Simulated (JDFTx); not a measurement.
# Re (P6_3/mmc) in JDFTx: further runs

Runs on Re. Level: PBE+U. Tasks: single point.

Everything below comes from runs of JDFTx 1.7.0 (patched build). Logs are shortened: lines on timing, memory, paths and dates and some standing lists are left out, and cuts for length are marked. The log counts tension as positive stress, the text compression.

## 1. Starting point

The structure is hexagonal, space group P6_3/mmc (No. 194). The conventional cell has a = 2.761 Å, b = 2.761 Å, c = 4.458 Å, α = 90.00°, β = 90.00°, γ = 120.00°. Around Re (site symmetry -6m2) lie 12 Re at 2.74 to 2.76 Å.

## 2. Single point, PBE+U

Re.in

```
include Re.lattice
coords-type Lattice
include Re.ionpos

ion-species pseudo/Re.upf
elec-cutoff 36 288
elec-ex-corr gga-PBE
kpoint-folding 11 11 6
elec-smearing Fermi 0.0018374661
elec-n-bands 22
add-U Re d 0.146997
electronic-SCF nIterations 100 energyDiffThreshold 1e-09
electronic-minimize nIterations 30 energyDiffThreshold 1e-7
converge-empty-states yes
forces-output-coords Cartesian

dump-name run.$VAR
dump End Ecomponents EigStats BandEigs Kpoints Forces Stress RhoAtom
```

Re.lattice

```
lattice \
    5.2171558849    -2.6085779424     0.0000000000 \
    0.0000000000     4.5181895319     0.0000000000 \
    0.0000000000     0.0000000000     8.4247770088
```

Re.ionpos

```
ion Re     0.6666666667     0.3333333333     0.7500000000 1
ion Re     0.3333333333     0.6666666667     0.2500000000 1
```

Potentials or basis: PseudoDojo-SR-PBE-0.5-standard with smoothed tails.

Started as:

```
$ jdftx -c 1 -i Re.in -o Re.out
```

The log of the run:

```text
*************** JDFTx 1.7.0 (patched build) ***************

Input parsed successfully to the following command list (including defaults):
[... the input with its defaults ...]

---------- Setting up symmetries ----------

Found 24 point-group symmetries of the bravais lattice
Found 24 space-group symmetries with basis
Applied RMS atom displacement 3.01213e-10 bohrs to make symmetries exact.

---------- Initializing the Grid ----------
R =
[      5.21716     -2.60858            0  ]
[            0      4.51819            0  ]
[            0            0      8.42478  ]
unit cell volume = 198.59
G =
[    1.20433   0.695321         -0  ]
[          0    1.39064          0  ]
[          0         -0   0.745798  ]
Minimum fftbox size, Smin = [  40  40  68  ]
Chosen fftbox size, S = [  40  40  70  ]

---------- Initializing tighter grid for wavefunction operations ----------
R =
[      5.21716     -2.60858            0  ]
[            0      4.51819            0  ]
[            0            0      8.42478  ]
unit cell volume = 198.59
G =
[    1.20433   0.695321         -0  ]
[          0    1.39064          0  ]
[          0         -0   0.745798  ]
Minimum fftbox size, Smin = [  32  32  48  ]
Chosen fftbox size, S = [  32  32  48  ]

---------- Exchange Correlation functional ----------
Initalized PBE GGA exchange.
Initalized PBE GGA correlation.

---------- Setting up pseudopotentials ----------
Width of ionic core gaussian charges (only for fluid interactions / plotting) set to 0

Reading pseudopotential file 'pseudo/Re.upf':
  'Re' pseudopotential, 'PBE' functional
  Generated using ONCVPSP code by D. R. Hamann
  15 valence electrons, 4 orbitals, 8 projectors, 1001 radial grid points, with lMax = 3
    5S    l: 0   occupation:  2.0   eigenvalue: -3.132941
    5P    l: 1   occupation:  6.0   eigenvalue: -1.727613
    5D    l: 2   occupation:  5.0   eigenvalue: -0.197231
    6S    l: 0   occupation:  2.0   eigenvalue: -0.218419
  Core radius for overlap checks: 2.00 bohrs.

Initialized 1 species with 2 total atoms.

Folded 1 k-points by 11x11x6 to 726 k-points.

---------- Setting up k-points, bands, fillings ----------
Reduced to 64 k-points under symmetry.
Computing the number of bands and number of electrons
Calculating initial fillings.
nElectrons:  30.000000   nBands: 22   nStates: 64

----- Setting up reduced wavefunction bases (one per k-point) -----
average nbasis = 2048.842 , ideal nbasis = 2048.823

---------- Setting up ewald sum ----------
Optimum gaussian width for ewald sums = 2.073595 bohr.
Real space sum over 1521 unit cells with max indices [  6  6  4  ]
Reciprocal space sum over 2057 terms with max indices [  5  5  8  ]

---------- Allocating electronic variables ----------
Initializing wave functions:  linear combination of atomic orbitals
Note: number of bands (22) exceeds available atomic orbitals (20)
Re pseudo-atom occupations:   s ( 2 2 )  p ( 6 )  d ( 5 )
	FillingsUpdate:  mu: +0.899094166  nElectrons: 30.000000
LCAOMinimize: Iter:   0  F: -160.2826454208804989  |grad|_K:  3.303e-04  alpha:  1.000e+00
	FillingsUpdate:  mu: +0.900665067  nElectrons: 30.000000
LCAOMinimize: Iter:   1  F: -160.2841042543121262  |grad|_K:  3.453e-05  alpha:  8.820e-01  linmin: -1.035e-01  cgtest:  7.525e-01
LCAOMinimize: Encountered beta<0, resetting CG.
[... 4 lines of inner loops ...]
LCAOMinimize: Iter:   3  F: -160.2841225604583713  |grad|_K:  4.171e-07  alpha:  9.304e-01  linmin: -1.960e-04  cgtest:  1.186e-03
	FillingsUpdate:  mu: +0.900564514  nElectrons: 30.000000
LCAOMinimize: Iter:   4  F: -160.2841225634933835  |grad|_K:  3.367e-08  alpha:  1.127e+00  linmin:  1.209e-03  cgtest: -8.819e-03
LCAOMinimize: Converged (|Delta F|<1.000000e-06 for 2 iters).

-------- Electronic minimization -----------
Will mix electronic density at each iteration.
	FillingsUpdate:  mu: +0.900564514  nElectrons: 30.000000
	FillingsUpdate:  mu: +0.884559188  nElectrons: 30.000000
SCF: Cycle:  0   F: -160.375404207991181   dF: -9.128e-02   |Residual|: 1.370e-01   |deigs|: 5.818e-02
	FillingsUpdate:  mu: +0.872684126  nElectrons: 30.000000
SCF: Cycle:  1   F: -160.386326463747395   dF: -1.092e-02   |Residual|: 4.960e-02   |deigs|: 2.145e-02
	FillingsUpdate:  mu: +0.866301881  nElectrons: 30.000000
SCF: Cycle:  2   F: -160.387964752386296   dF: -1.638e-03   |Residual|: 1.187e-02   |deigs|: 1.096e-02
	FillingsUpdate:  mu: +0.867054428  nElectrons: 30.000000
SCF: Cycle:  3   F: -160.387961182538930   dF: +3.570e-06   |Residual|: 4.765e-03   |deigs|: 1.996e-03
	FillingsUpdate:  mu: +0.866501171  nElectrons: 30.000000
SCF: Cycle:  4   F: -160.387977669728940   dF: -1.649e-05   |Residual|: 6.287e-04   |deigs|: 1.022e-03
	FillingsUpdate:  mu: +0.866477075  nElectrons: 30.000000
SCF: Cycle:  5   F: -160.387978236636400   dF: -5.669e-07   |Residual|: 5.316e-04   |deigs|: 9.627e-05
	FillingsUpdate:  mu: +0.866450886  nElectrons: 30.000000
SCF: Cycle:  6   F: -160.387978283851965   dF: -4.722e-08   |Residual|: 1.981e-04   |deigs|: 2.893e-05
	FillingsUpdate:  mu: +0.866455763  nElectrons: 30.000000
SCF: Cycle:  7   F: -160.387978298879830   dF: -1.503e-08   |Residual|: 1.680e-04   |deigs|: 1.301e-05
	FillingsUpdate:  mu: +0.866458904  nElectrons: 30.000000
SCF: Cycle:  8   F: -160.387978302206875   dF: -3.327e-09   |Residual|: 1.473e-04   |deigs|: 8.885e-06
	FillingsUpdate:  mu: +0.866476889  nElectrons: 30.000000
SCF: Cycle:  9   F: -160.387978316658064   dF: -1.445e-08   |Residual|: 5.432e-05   |deigs|: 3.320e-05
	FillingsUpdate:  mu: +0.866481874  nElectrons: 30.000000
SCF: Cycle: 10   F: -160.387978316406389   dF: +2.517e-10   |Residual|: 4.733e-05   |deigs|: 1.881e-05
	FillingsUpdate:  mu: +0.866480929  nElectrons: 30.000000
SCF: Cycle: 11   F: -160.387978316846642   dF: -4.403e-10   |Residual|: 3.865e-05   |deigs|: 4.876e-06
	FillingsUpdate:  mu: +0.866481854  nElectrons: 30.000000
SCF: Cycle: 12   F: -160.387978316427677   dF: +4.190e-10   |Residual|: 4.774e-05   |deigs|: 4.275e-06
	FillingsUpdate:  mu: +0.866481883  nElectrons: 30.000000
SCF: Cycle: 13   F: -160.387978316529711   dF: -1.020e-10   |Residual|: 5.167e-05   |deigs|: 3.450e-06
	FillingsUpdate:  mu: +0.866477938  nElectrons: 30.000000
SCF: Cycle: 14   F: -160.387978317661322   dF: -1.132e-09   |Residual|: 3.240e-05   |deigs|: 1.470e-05
	FillingsUpdate:  mu: +0.866476002  nElectrons: 30.000000
SCF: Cycle: 15   F: -160.387978317707478   dF: -4.616e-11   |Residual|: 5.559e-06   |deigs|: 8.575e-06
	FillingsUpdate:  mu: +0.866476122  nElectrons: 30.000000
SCF: Cycle: 16   F: -160.387978317715636   dF: -8.157e-12   |Residual|: 4.837e-06   |deigs|: 2.649e-06
SCF: Converged (|Delta E|<1.000000e-09 for 2 iters).

Setting wave functions to eigenvectors of Hamiltonian
Converging empty states (this may take a while): |deigs|: 5.217e-05

# Stress tensor in Cartesian coordinates [Eh/a0^3]:
[  0.000306846            0            0  ]
[            0  0.000306846            0  ]
[            0            0  0.000321962  ]

# Ionic positions in lattice coordinates:
ion Re   0.666666666666667   0.333333333333333   0.750000000000000 1
ion Re   0.333333333333333   0.666666666666667   0.250000000000000 1

# Forces in Cartesian coordinates:
force Re   0.000000000000000   0.000000000000000   0.000000000000000 1
force Re  -0.000000000000000  -0.000000000000000   0.000000000000000 1

# Energy components:
   Eewald =     -140.3307852689922015
       EH =       19.0910287085493700
     Eloc =      -73.0190115641442219
      Enl =        7.6253206919385308
      Exc =      -34.6642162760374575
 Exc_core =       12.9110095610941116
       KE =       47.7127064070378779
        U =        0.2863477148429950
-------------------------------------
     Etot =     -160.3876000257109808
       TS =        0.0003782920046461
-------------------------------------
        F =     -160.3879783177156355

IonicMinimize: Iter:   0  F: -160.387978317715636  |grad|_K:  0.000e+00
IonicMinimize: Converged (|grad|_K<1.000000e-04).

#--- Lowdin population analysis ---
# oxidation-state Re +0.122 +0.122

Dumping 'run.eigStats' ...
	eMin: -2.041791 at state 0 ( [ +0.000000 +0.000000 +0.000000 ] spin 0 )
	HOMO: +0.864745 at state 28 ( [ +0.090909 +0.181818 +0.000000 ] spin 0 )
	mu  : +0.866477
	LUMO: +0.866851 at state 41 ( [ +0.090909 +0.454545 +0.166667 ] spin 0 )
	eMax: +1.477297 at state 14 ( [ +0.000000 +0.272727 +0.333333 ] spin 0 )
	HOMO-LUMO gap: +0.002106
	Optical gap  : +0.015409 at state 4 ( [ +0.000000 +0.090909 +0.000000 ] spin 0 )
Done!
```

Wall time 1.7 min (1 thread of Intel Xeon Platinum 8488C (Sapphire Rapids), shared host); peak memory 0.22 GiB.

Results:

- Free energy: -4364.3792 eV
- Pressure: -9.2 GPa
- Band gap on the k mesh: none (metal or under the smearing width)

Stress tensor (GPa, compression positive):
```
-9.03  0.00  0.00
 0.00 -9.03  0.00
 0.00  0.00 -9.47
```

Levels at points of the mesh, in eV from the Fermi level:
```tsv
k point	band 13	band 14	band 15	band 16	band 17	band 18
(0.00, 0.00, 0.00)	-1.83	-0.90	-0.90	0.14	0.14	1.19
(0.00, 0.00, 0.50)	-1.95	-1.95	-1.95	-1.95	2.63	2.63
```

Eigenvalues of the final occupation matrices:
| site | spin | trace | eigenvalues |
| --- | --- | --- | --- |
| atom 1 Re | 1 | 3.67 | 0.72 0.72 0.74 0.74 0.75 |
| atom 2 Re | 1 | 3.67 | 0.72 0.72 0.74 0.74 0.75 |

Caveat: U without spin polarisation on a metal has little footing; the U is typed as a test and isn't derived for this compound. Spin-orbit coupling is left out, which matters for the levels of Re.

## 3. Single point, PBE+U

Re.in: that of step 2 with these lines changed.

```diff
@@ -10,3 +10,3 @@
 elec-n-bands 22
-add-U Re d 0.146997
+add-U Re d 0.220496
 electronic-SCF nIterations 100 energyDiffThreshold 1e-09
```

Re.lattice is that of step 2.

Re.ionpos is that of step 2.

Potentials or basis: PseudoDojo-SR-PBE-0.5-standard with smoothed tails.

Started as:

```
$ jdftx -c 1 -i Re.in -o Re.out
```

The log of the run:

```text
*************** JDFTx 1.7.0 (patched build) ***************

Input parsed successfully to the following command list (including defaults):
[... the input with its defaults ...]

---------- Setting up symmetries ----------

Found 24 point-group symmetries of the bravais lattice
Found 24 space-group symmetries with basis
Applied RMS atom displacement 3.01213e-10 bohrs to make symmetries exact.

---------- Initializing the Grid ----------
R =
[      5.21716     -2.60858            0  ]
[            0      4.51819            0  ]
[            0            0      8.42478  ]
unit cell volume = 198.59
G =
[    1.20433   0.695321         -0  ]
[          0    1.39064          0  ]
[          0         -0   0.745798  ]
Minimum fftbox size, Smin = [  40  40  68  ]
Chosen fftbox size, S = [  40  40  70  ]

---------- Initializing tighter grid for wavefunction operations ----------
R =
[      5.21716     -2.60858            0  ]
[            0      4.51819            0  ]
[            0            0      8.42478  ]
unit cell volume = 198.59
G =
[    1.20433   0.695321         -0  ]
[          0    1.39064          0  ]
[          0         -0   0.745798  ]
Minimum fftbox size, Smin = [  32  32  48  ]
Chosen fftbox size, S = [  32  32  48  ]

---------- Exchange Correlation functional ----------
[... 61 lines left out ...]
SCF: Cycle:  4   F: -160.245357665673879   dF: -1.726e-05   |Residual|: 9.531e-04   |deigs|: 9.826e-04
	FillingsUpdate:  mu: +0.854854006  nElectrons: 30.000000
SCF: Cycle:  5   F: -160.245358638832755   dF: -9.732e-07   |Residual|: 4.803e-04   |deigs|: 1.568e-04
	FillingsUpdate:  mu: +0.854819527  nElectrons: 30.000000
SCF: Cycle:  6   F: -160.245358698943136   dF: -6.011e-08   |Residual|: 2.715e-04   |deigs|: 5.411e-05
	FillingsUpdate:  mu: +0.854833735  nElectrons: 30.000000
SCF: Cycle:  7   F: -160.245358727995921   dF: -2.905e-08   |Residual|: 1.599e-04   |deigs|: 3.107e-05
	FillingsUpdate:  mu: +0.854849729  nElectrons: 30.000000
SCF: Cycle:  8   F: -160.245358734979817   dF: -6.984e-09   |Residual|: 5.691e-05   |deigs|: 3.621e-05
	FillingsUpdate:  mu: +0.854846380  nElectrons: 30.000000
SCF: Cycle:  9   F: -160.245358737430109   dF: -2.450e-09   |Residual|: 3.024e-05   |deigs|: 9.043e-06
	FillingsUpdate:  mu: +0.854843493  nElectrons: 30.000000
SCF: Cycle: 10   F: -160.245358738052744   dF: -6.226e-10   |Residual|: 1.267e-05   |deigs|: 7.711e-06
	FillingsUpdate:  mu: +0.854843080  nElectrons: 30.000000
SCF: Cycle: 11   F: -160.245358738079943   dF: -2.720e-11   |Residual|: 7.665e-06   |deigs|: 4.271e-06
SCF: Converged (|Delta E|<1.000000e-09 for 2 iters).

Setting wave functions to eigenvectors of Hamiltonian
Converging empty states (this may take a while): |deigs|: 3.927e-05

# Stress tensor in Cartesian coordinates [Eh/a0^3]:
[   0.00055579            0            0  ]
[            0   0.00055579            0  ]
[            0            0  0.000565778  ]

# Ionic positions in lattice coordinates:
ion Re   0.666666666666667   0.333333333333333   0.750000000000000 1
ion Re   0.333333333333333   0.666666666666667   0.250000000000000 1

# Forces in Cartesian coordinates:
force Re  -0.000000000000000   0.000000000000000   0.000000000000000 1
force Re   0.000000000000000   0.000000000000000   0.000000000000000 1

# Energy components:
   Eewald =     -140.3307852689922015
       EH =       19.1533249787769293
     Eloc =      -73.1253795911577242
      Enl =        7.6154260243433640
      Exc =      -34.6754557824596148
 Exc_core =       12.9110095610941116
       KE =       47.7807070441932922
        U =        0.4261705508730500
-------------------------------------
     Etot =     -160.2449824833287835
       TS =        0.0003762547511735
-------------------------------------
        F =     -160.2453587380799434

IonicMinimize: Iter:   0  F: -160.245358738079943  |grad|_K:  3.971e-36
IonicMinimize: Converged (|grad|_K<1.000000e-04).

#--- Lowdin population analysis ---
# oxidation-state Re +0.113 +0.113

Dumping 'run.eigStats' ...
	eMin: -2.041497 at state 0 ( [ +0.000000 +0.000000 +0.000000 ] spin 0 )
	HOMO: +0.853266 at state 19 ( [ +0.000000 +0.363636 +0.500000 ] spin 0 )
	mu  : +0.854844
	LUMO: +0.856162 at state 54 ( [ +0.181818 +0.363636 +0.333333 ] spin 0 )
	eMax: +1.477571 at state 14 ( [ +0.000000 +0.272727 +0.333333 ] spin 0 )
	HOMO-LUMO gap: +0.002896
	Optical gap  : +0.010872 at state 19 ( [ +0.000000 +0.363636 +0.500000 ] spin 0 )
Done!
```

It took 82 s on 1 thread of Intel Xeon Platinum 8488C (Sapphire Rapids), shared host; peak memory 0.22 GiB.

What came out:

* Free energy: -4360.4984 eV
* Pressure: -16.4 GPa
* Band gap on the k mesh: none (metal or under the smearing width)

Eigenvalues of the final occupation matrices:
| site | spin | trace | eigenvalues |
| --- | --- | --- | --- |
| atom 1 Re | 1 | 3.69 | 0.73 0.73 0.74 0.74 0.75 |
| atom 2 Re | 1 | 3.69 | 0.73 0.73 0.74 0.74 0.75 |

Caveat: U without spin polarisation on a metal has little footing; the U is typed as a test and isn't derived for this compound. Spin-orbit coupling is left out, which matters for the levels of Re.

## 4. Single point, PBE+U

Re.in: that of step 3 with these lines changed.

```diff
@@ -10,3 +10,3 @@
 elec-n-bands 22
-add-U Re d 0.220496
+add-U Re d 0.293995
 electronic-SCF nIterations 100 energyDiffThreshold 1e-09
```

Re.lattice is that of step 3.

Re.ionpos is that of step 3.

Started as:

```
$ jdftx -c 1 -i Re.in -o Re.out
```

It took 82 s on 1 thread of Intel Xeon Platinum 8488C (Sapphire Rapids), shared host; peak memory 0.23 GiB.

Results (log left out):

```
Free energy            : -4356.6486 eV
Pressure               : -23.7 GPa
Band gap on the k mesh : none (metal or under the smearing width)
```

Stress tensor (GPa, compression positive):
```
-23.50   0.00   0.00
  0.00 -23.50   0.00
  0.00   0.00 -24.13
```

Levels at points of the mesh, in eV from the Fermi level:
| k point | band 11 | band 12 | band 13 | band 14 | band 15 | band 16 | band 17 | band 18 |
| --- | --- | --- | --- | --- | --- | --- | --- | --- |
| (0.00, 0.00, 0.00) | -2.17 | -2.10 | -2.10 | -1.09 | -1.09 | 0.08 | 0.08 | 1.83 |
| (0.00, 0.00, 0.50) | -2.38 | -2.38 | -2.23 | -2.23 | -2.23 | -2.23 | 2.70 | 2.70 |

Eigenvalues of the final occupation matrices:
```
     site  spin  trace               eigenvalues
atom 1 Re     1   3.71  0.73 0.73 0.74 0.74 0.76
atom 2 Re     1   3.71  0.73 0.73 0.74 0.74 0.76
```

Caveat: U without spin polarisation on a metal has little footing; the U is typed as a test and isn't derived for this compound. The run has no spin-orbit coupling, so splittings on Re are missing.

## 5. Overview

| U | gap on the mesh (eV) | pressure (GPa) |
| --- | --- | --- |
| Re d U = 4 eV | none | -9.2 |
| Re d U = 6 eV | none | -16.4 |
| Re d U = 8 eV | none | -23.7 |

Alike in all rows: task single point; level PBE+U; potentials or basis PseudoDojo-SR-PBE-0.5-standard with smoothed tails; no spin polarisation; cell as given; k mesh 11 × 11 × 6; cutoff (eV) 980; smearing fermi-dirac 0.05 eV.

Every run on the cell as given and a fine mesh finds a metal.

Caveats: U without spin polarisation on a metal has little footing; the U is typed as a test and isn't derived for this compound.

Total energies depend on the potentials used, so only differences within one code and one set of settings carry meaning.
